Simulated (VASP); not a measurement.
Wanted: the native input for a VASP 6.6.1 run.

```yaml
Task: single point
Functional: r2SCAN
Potentials_or_basis: VASP PAW PBE potentials, release 64 (Al, N)
Cutoff: 520 eV
k_mesh: 7 × 7 × 5
Occupations: fermi-dirac, width 0.02 eV
Spin: no spin polarisation
Dipole_correction: no
Further_INCAR_settings: ALGO = Normal; EDIFF = 1e-07; NBANDS = 16
```

AlN:

```
Al N
1.0
     3.31212    0.00828    0.00828
    -1.64889    2.86424    0.00303
     0.01047    0.01047    4.18756
Al N
2 2
Direct
  0.33333 0.66667 0.75000
  0.66667 0.33333 0.25000
  0.33333 0.66667 0.25000
  0.66667 0.33333 0.75000
```

The cell comes from a database or a generator and needn't be the stable form of this composition.

These files were run (other wordings do the same):

POSCAR

```
AlN
1.0
    3.3121160000      0.0082802900      0.0082802900
   -1.6488870600      2.8642358550      0.0030307950
    0.0104689075      0.0104689075      4.1875630000
Al N
2 2
Direct
    0.3333333333      0.6666666667      0.7500000000
    0.6666666667      0.3333333333      0.2500000000
    0.3333333333      0.6666666667      0.2500000000
    0.6666666667      0.3333333333      0.7500000000
```

INCAR.step1

```
PREC = Accurate ; ENCUT = 520
ISMEAR = -1 ; SIGMA = 0.02
LREAL = False ; LASPH = True
NELM = 100 ; NBANDS = 16
GGA = PE ; ALGO = Normal
EDIFF = 1E-4 ; LWAVE = True
LCHARG = False
```

INCAR.step2

```
PREC = Accurate ; ENCUT = 520
EDIFF = 1E-7 ; ISMEAR = -1
SIGMA = 0.02 ; LREAL = False
LASPH = True ; NELM = 100
ALGO = Normal ; ISIF = 2
LWAVE = False ; LCHARG = False
METAGGA = R2SCAN ; LMIXTAU = True
NBANDS = 16 ; ISTART = 1
```

KPOINTS

```
regular mesh
0
Gamma
  7 7 5
```

Potentials or basis: VASP PAW PBE potentials, release 64 (Al, N).

The run is started by

```console
$ cat potpaw_PBE.64/Al/POTCAR potpaw_PBE.64/N/POTCAR > POTCAR
$ cp INCAR.step1 INCAR
$ mpirun -np 1 vasp_std > vasp.out
$ cp INCAR.step2 INCAR
$ mpirun -np 1 vasp_std > vasp.out
```

It gave:

```yaml
Pressure: -5.6 GPa
Largest_force: 0.066 eV/Å
Band_gap_on_the_k_mesh: 3.85 eV, direct
```

Caveat: the PAW data sets were made with another functional, which shifts forces and pressure a little.

Wall time 4.5 min on 1 thread of Intel(R) Xeon(R) Platinum 8259CL CPU @ 2.50GHz (Skylake/Cascade Lake) (shared host), peak memory 0.2 GiB.
